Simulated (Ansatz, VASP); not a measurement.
**Two plane-wave programs on RbBr3**

```
Rb Br
1.0
     3.15642    1.82236    4.26344
    -3.15642    1.82236    4.26344
     0.00000   -3.64472    4.26344
Rb Br
1 3
Direct
  0.50000 0.50000 0.50000
  0.00000 0.00000 0.50000
  0.50000 0.00000 0.00000
  0.00000 0.50000 0.00000
```

Alike in both runs: task relaxation of cell and atoms; functional PBE; k mesh 3 × 3 × 3; occupations gaussian, width 0.1 eV; no spin polarisation.

|  | VASP | Ansatz |
| --- | --- | --- |
| version | VASP 6.6.1 | Ansatz 0.2.0 |
| potentials or method | VASP PAW PBE potentials, release 64 (Rb_sv, Br) | scalar-relativistic, plane waves, PAW |
| plane-wave cutoff (eV) | 600 | 420 |
| valence electrons in the cell | 30 | 30 |

```csv
,VASP,Ansatz,Ansatz less VASP
"gap on the k mesh at the Fermi level, each at its own relaxed structure (eV)",none,none,-
relaxed volume (Å³/atom),36.82,38.73,+1.903
relaxed cell length with the largest relative difference (Å),5.472,5.631,+0.1585
energy change over the relaxation (meV/atom),-30,-26,+3.6
```

A gap of «none» marks a metal or a gap that the smearing closes. One of these differences is far larger than is usual between the two programs; its cause wasn't traced.

Caveats: the k mesh is coarse (spacing up to 0.42 Å⁻¹), so the values aren't converged.
